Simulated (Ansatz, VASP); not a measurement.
## Ti: VASP beside Ansatz

INCAR

```
SYSTEM = Ti
ALGO = Fast ; EDIFF = 1E-7
ENCUT = 520 ; GGA = PS
ISIF = 2 ; ISMEAR = 0
LASPH = .True. ; LCHARG = .False.
LREAL = .False. ; LWAVE = .False.
NBANDS = 12 ; NELM = 100
PREC = Accurate ; SIGMA = 0.15
```

The input KPOINTS:

```
k-points
0
Gamma
  20 20 20
  0 0 0
```

Contents of POSCAR:

```
Ti
1.0
   -1.6902300000      1.6902300000      1.5917700000
    1.6902300000     -1.6902300000      1.5917700000
    1.6902300000      1.6902300000     -1.5917700000
Ti
1
Direct
    0.0000000000      0.0000000000      0.0000000000
```

Input for Ansatz:

```yaml
crystal:
  lattice:
    - [-1.69023, 1.69023, 1.59177]
    - [1.69023, -1.69023, 1.59177]
    - [1.69023, 1.69023, -1.59177]
  atoms:
    - { symbol: Ti, position: [0.0, 0.0, 0.0] }
basis:
  ecutwfc: 420
kpoints:
  mp_grid: { grid: [20, 20, 20] }
hamiltonian:
  xc: pbesol
scf:
  occupations: { method: gaussian, width: 0.15 }
output:
  forces: true
  stress: true
  eigenvalues: true
```

Change from the starting cell: strain +0.030 along x and y, -0.030 along z, atoms carried along.

Alike in both runs: task single point; functional PBEsol; k mesh 20 × 20 × 20; occupations gaussian, width 0.15 eV; no spin polarisation.

```csv
,VASP,Ansatz
version,VASP 6.6.1,Ansatz 0.2.0
potentials or method,"VASP PAW PBE potentials, release 64 (Ti_sv)","scalar-relativistic, plane waves, PAW"
plane-wave cutoff (eV),520,420
valence electrons in the cell,12,12
```

```tsv
	VASP	Ansatz	Ansatz less VASP
gap on the k mesh at the Fermi level (eV)	none	none	-
pressure (GPa)	-9.2	-9.0	+0.14
largest component of the traceless stress (GPa)	1.26	1.26	+0.002
```

A gap of «none» marks a metal or a gap that the smearing closes.

Caveats: the PAW data sets were made with another functional, which shifts forces and pressure a little (VASP).
